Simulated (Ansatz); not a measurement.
## Bands of Zr

```
Zr
1.0
    -1.81000    1.81000    1.81000
     1.81000   -1.81000    1.81000
     1.81000    1.81000   -1.81000
Zr
1
Direct
  0.00000 0.00000 0.00000
```

The cell comes from COD entry 9008559, which wasn't checked; take it as a given geometry.

Method: DFT, PBE, all-electron LAPW, scalar-relativistic (Ansatz 0.2.0).

Settings: a Γ-centred 16×16×16 k mesh, Fermi–Dirac smearing of 0.03 eV, basis error target 0.5 meV/atom, no spin polarisation.

Points in fractions of the reciprocal vectors of this cell: Γ (0, 0, 0), H (0.5, -0.5, 0.5), N (0, 0, 0.5), P (0.25, 0.25, 0.25). The path joins them by straight lines in the order Γ–H–N–Γ–P–H–P–N; legs that retrace an earlier one aren't tabulated. Energies are in eV from the Fermi level.

Q: Metal or insulator at this level of theory?

A: No gap opens: metallic or semimetallic.

Q: Tabulate bands 12 to 16, counted from the lowest band of the run, along the path.

A: 
```
k (1/Å)  point  band 12  band 13  band 14  band 15  band 16
   0.00      Γ   -26.07    -5.33     1.11     1.11     1.11
   0.43          -26.16    -4.35     1.02     1.02     1.59
   0.87          -26.38    -2.27    -0.22     1.45     1.45
   1.30          -26.60    -1.88    -1.85     3.14     3.14
   1.74      H   -26.70    -2.46    -2.46     5.51     5.51
   2.04          -26.61    -2.17    -2.09     3.55     3.63
   2.35          -26.39    -1.77    -1.05     1.35     1.97
   2.66          -26.17    -2.31    -0.12     0.44     2.57
   2.96      N   -26.08    -2.73    -0.63     1.51     3.51
   3.27          -26.07    -2.79    -0.43     0.71     3.46
   3.58          -26.07    -3.62     0.12     0.43     3.01
   3.88          -26.07    -4.83     0.79     0.96     1.61
   4.19      Γ   -26.07    -5.33     1.11     1.11     1.11
   4.57          -26.09    -4.59     0.68     0.68     1.99
   4.94          -26.18    -2.81    -0.26    -0.26     3.58
   5.32          -26.34    -0.94    -0.71    -0.71     4.07
   5.69      P   -26.53    -0.53    -0.53    -0.53     4.28
   6.07          -26.22    -1.27    -0.32    -0.32     4.04
   6.45          -26.24    -0.89    -0.89    -0.51     3.84
   6.82          -26.53    -1.97    -1.97     2.32     4.57
   7.20      H   -26.70    -2.46    -2.46     5.51     5.51
   8.70      P   -26.53    -0.53    -0.53    -0.53     4.28
   8.92          -26.35    -0.94    -0.75    -0.08     4.15
   9.13          -26.21    -1.77    -0.77     0.55     3.86
   9.35          -26.11    -2.47    -0.69     1.20     3.61
   9.57      N   -26.08    -2.73    -0.63     1.51     3.51
```
